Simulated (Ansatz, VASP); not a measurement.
## SrO: VASP beside Ansatz

```
CELL_PARAMETERS angstrom
0.00000 2.56980 2.56980
2.56980 0.00000 2.56980
2.56980 2.56980 0.00000
ATOMIC_POSITIONS crystal
Sr 0.00000 0.00000 0.00000
O 0.50000 0.50000 0.50000
```

Alike in both runs: task single point; functional RPBE; k mesh 8 × 8 × 8; no spin polarisation.

|  | VASP | Ansatz |
| --- | --- | --- |
| version | VASP 6.6.1 | Ansatz 0.2.0 |
| potentials or method | VASP PAW PBE potentials, release 64 (Sr_sv, O), cutoff 520 eV | all-electron LAPW, scalar-relativistic |
| occupations | tetrahedron | tetrahedron-uncorrected |

|  | VASP | Ansatz | Ansatz less VASP |
| --- | --- | --- | --- |
| gap on the k mesh at the Fermi level (eV) | 3.38 | 3.43 | +0.050 |
| pressure (GPa) | 6.6 | 6.0 | -0.60 |

Ansatz ran all-electron here, so the differences hold the error of VASP's frozen core and of both bases. Ansatz warned: «band_table_not_solved_further».

Caveats: the PAW data sets were made with another functional, which shifts forces and pressure a little (VASP). A k mesh can miss the band edges. A hybrid or GW would open this gap; RPBE tends to underestimate it.
